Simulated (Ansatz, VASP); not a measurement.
## Two plane-wave programs on Li2O

```
Li O
1.0
     0.00000    2.28993    2.28993
     2.28993    0.00000    2.28993
     2.28993    2.28993    0.00000
Li O
2 1
Cartesian
  1.1450 1.1450 1.1450
  3.4349 3.4349 3.4349
  0.0000 0.0000 0.0000
```

Alike in both runs: functional PBEsol; k mesh 8 × 8 × 8; no spin polarisation.

Ansatz relaxed the structure, and its values are those at the end. VASP's run is a single point on that final structure, the one shown.

|  | VASP | Ansatz |
| --- | --- | --- |
| version | VASP 6.6.1 | Ansatz 0.2.0 |
| potentials or method | VASP PAW PBE potentials, release 64 (Li_sv, O) | scalar-relativistic, plane waves, PAW |
| plane-wave cutoff (eV) | 520 | 420 |
| occupations | gaussian, width 0.01 eV | fixed |
| valence electrons in the cell | 12 | 12 |

```tsv
	VASP	Ansatz	Ansatz less VASP
gap on the k mesh at the Fermi level (eV)	4.86	4.88	+0.014
least direct gap on the mesh (eV)	5.36	5.34	-0.013
```

 A k mesh can miss the band edges.
